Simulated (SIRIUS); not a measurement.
Runs of SIRIUS 7.12.0 on BaTiO3. The structure is trigonal, space group R3m (No. 160). The conventional cell has a = 5.655 Å, b = 5.655 Å, c = 6.955 Å, α = 90.00°, β = 90.00°, γ = 120.00°. Ba (site symmetry 3m) is surrounded by 12 O at 2.79 to 2.89 Å. Ti (site symmetry 3m) is surrounded by 6 O at 1.87 to 2.14 Å. O (site symmetry m) is surrounded by 2 Ti at 1.87 to 2.14 Å. 

```tsv
task	level	potentials or basis	cell	k mesh	optimizer	fmax	max steps	target pressure	mesh quality	gap on the mesh (eV)	pressure (GPa)	relaxed volume (Å³/atom)	largest force (eV/Å)
relaxation of cell and atoms	PBEsol+D3	PseudoDojo 0.4.1 PBE standard (scalar relativistic)	relaxed	3 × 3 × 3	BFGS	0.02 eV/Å	30	0 GPa	coarse	2.84	-0.1	12.69	0.02
relaxation of cell and atoms	PBEsol	PseudoDojo 0.4.1 PBE standard (scalar relativistic)	relaxed	3 × 3 × 3	BFGS	0.02 eV/Å	30	0 GPa	coarse	2.89	0.1	(a)	0.01
single point	PBEsol	PseudoDojo 0.4.1 PBEsol standard (scalar relativistic)	as given	7 × 7 × 7	-	-	-	-	not flagged	2.45	(b)	-	0.14
relaxation of cell and atoms	PBEsol+D3(BJ)	PseudoDojo 0.4.1 PBE standard (scalar relativistic)	relaxed	3 × 3 × 3	BFGS	0.02 eV/Å	30	0 GPa	coarse	2.80	-0.1	12.54	0.02
relaxation of cell and atoms	PBEsol+D4	PseudoDojo 0.4.1 PBE standard (scalar relativistic)	relaxed	3 × 3 × 3	BFGS	0.02 eV/Å	30	0 GPa	coarse	2.85	-0.1	12.70	0.02
```

Alike in all rows: no spin polarisation; cutoff (eV) 1152; smearing fermi-dirac 0.05 eV.

Question: Fill in the values left out.

Answer: (a) 12.85; (b) -0.9.

Caveats: some runs use coarse meshes; this release of the barium file is off; spin-orbit coupling is left out, which moves the levels of the heavy elements; an odd mesh through Γ misses points on the zone boundary, where band edges often lie; the potentials were made for another functional, which shifts forces and pressure (some runs).

A k mesh can miss the band edges, and the runs leave out spin-orbit coupling on Ba.

Runs at the PBE level aren't shown here.
